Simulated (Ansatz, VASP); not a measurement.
## Gd in VASP and in Ansatz

The input INCAR:

```
SYSTEM = Gd
ALGO = Normal ; EDIFF = 1E-6
ENCUT = 520 ; GGA = PE
ISIF = 2 ; ISMEAR = 0
ISPIN = 2 ; LASPH = .True.
LCHARG = .False. ; LDAU = .True.
LDAUJ = 0 ; LDAUL = 3
LDAUPRINT = 1 ; LDAUTYPE = 2
LDAUU = 6 ; LMAXMIX = 6
LORBIT = 11 ; LREAL = .False.
LWAVE = .False. ; MAGMOM = 7
NBANDS = 19 ; NELM = 150
PREC = Accurate ; SIGMA = 0.05
```

The input KPOINTS:

```
k-points
0
Gamma
  5 5 5
  0 0 0
```

File POSCAR:

```
Gd
1.0
    0.0000000000      2.5858190855      2.5858190855
    2.5858190855      0.0000000000      2.5858190855
    2.5858190855      2.5858190855      0.0000000000
Gd
1
Direct
    0.0000000000      0.0000000000      0.0000000000
```

Input for Ansatz:

```yaml
crystal:
  lattice:
    - [0.0, 2.5858190855, 2.5858190855]
    - [2.5858190855, 0.0, 2.5858190855]
    - [2.5858190855, 2.5858190855, 0.0]
  atoms:
    - { symbol: Gd, position: [0.0, 0.0, 0.0], spin: 7.0 }
basis:
  ecutwfc: 420
  ecutrho_ratio: 4
kpoints:
  mp_grid: { grid: [5, 5, 5] }
hamiltonian:
  xc: pbe
  hubbard: { sites: [{ species: Gd, l: f, u_eff: 6.0 }] }
scf:
  occupations: { method: gaussian, width: 0.05 }
output:
  forces: true
  stress: true
  eigenvalues: true
  populations: true
  hubbard: { sites: [{ species: Gd, l: f }] }
magnetization:
  spin_polarized: true
```

Alike in both runs: task single point; functional PBE; k mesh 5 × 5 × 5; occupations gaussian, width 0.05 eV; collinear spin; Hubbard terms Gd f U = 6.0 eV.

|  | VASP | Ansatz |
| --- | --- | --- |
| version | VASP 6.6.1 | Ansatz 0.2.0 |
| potentials or method | VASP PAW PBE potentials, release 64 (Gd) | scalar-relativistic, plane waves, PAW |
| plane-wave cutoff (eV) | 520 | 420 |
| valence electrons in the cell | 18 | 18 |

|  | VASP | Ansatz | Ansatz less VASP |
| --- | --- | --- | --- |
| gap on the k mesh at the Fermi level (eV) | none | none | - |
| pressure (GPa) | -0.3 | -0.3 | -0.03 |
| net moment per atom (μB) | 7.93 | 7.97 | +0.040 |
| size of the moment on the site where the two differ most (μB) | 7.15 | 7.61 | +0.456 |

Site moments also hang on the region over which each program counts them. The programs project onto different local orbitals, so the same U acts differently. A gap of «none» marks a metal or a gap that the smearing closes. Ansatz warned: «filled_band_counts_differ_across_k_points».

Caveats: the k mesh is coarse (spacing up to 0.42 Å⁻¹), so the values aren't converged; spin-orbit coupling is left out, which moves the levels of the heavy elements. The state reached can hang on the start; a lower one may exist.
